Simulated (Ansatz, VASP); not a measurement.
**One calculation of CdSe, two programs**

The input INCAR:

```
SYSTEM = CdSe
ALGO = Normal
EDIFF = 1E-6
ENCUT = 520
GGA = PE
ISIF = 2
ISMEAR = -1
LASPH = .True.
LCHARG = .True.
LELF = .True.
LREAL = .False.
LVHAR = .True.
LWAVE = .False.
NBANDS = 16
NELM = 100
PREC = Accurate
SIGMA = 0.05
```

File KPOINTS:

```
k-points
0
Gamma
  8 8 8
  0 0 0
```

POSCAR

```
CdSe
1.0
    0.0000000000      3.0496647307      3.0496647307
    3.0496647307      0.0000000000      3.0496647307
    3.0496647307      3.0496647307      0.0000000000
Cd Se
1 1
Direct
    0.0000000000      0.0000000000      0.0000000000
    0.2500000000      0.2500000000      0.2500000000
```

Contents of input.yaml:

```yaml
crystal:
  lattice:
    - [0.0, 3.0496647307, 3.0496647307]
    - [3.0496647307, 0.0, 3.0496647307]
    - [3.0496647307, 3.0496647307, 0.0]
  atoms:
    - { symbol: Cd, position: [0.0, 0.0, 0.0] }
    - { symbol: Se, position: [0.25, 0.25, 0.25] }
kpoints:
  mp_grid: { grid: [8, 8, 8] }
scf:
  occupations: { method: fermi_dirac, width: 0.05 }
hamiltonian:
  xc: pbe
  pseudopotentials: { kind: all_electron, lapw: { basis_error: 0.0005 } }
output:
  forces: true
  stress: true
  eigenvalues: true
```

Change from the starting cell: volume scaled by 0.98.

Alike in both runs: task single point; functional PBE; k mesh 8 × 8 × 8; occupations fermi-dirac, width 0.05 eV; no spin polarisation.

|  | VASP | Ansatz |
| --- | --- | --- |
| version | VASP 6.6.1 | Ansatz 0.2.0 |
| potentials or method | VASP PAW PBE potentials, release 64 (Cd, Se) | all-electron LAPW, scalar-relativistic |
| plane-wave cutoff (eV) | 520 | see its input |

```csv
,VASP,Ansatz,Ansatz less VASP
gap on the k mesh at the Fermi level (eV),0.59,0.59,0.000
least direct gap on the mesh (eV),0.59,0.59,0.000
pressure (GPa),2.7,2.4,-0.30
```

Ansatz ran all-electron here, so the differences hold the error of VASP's frozen core and of both bases.
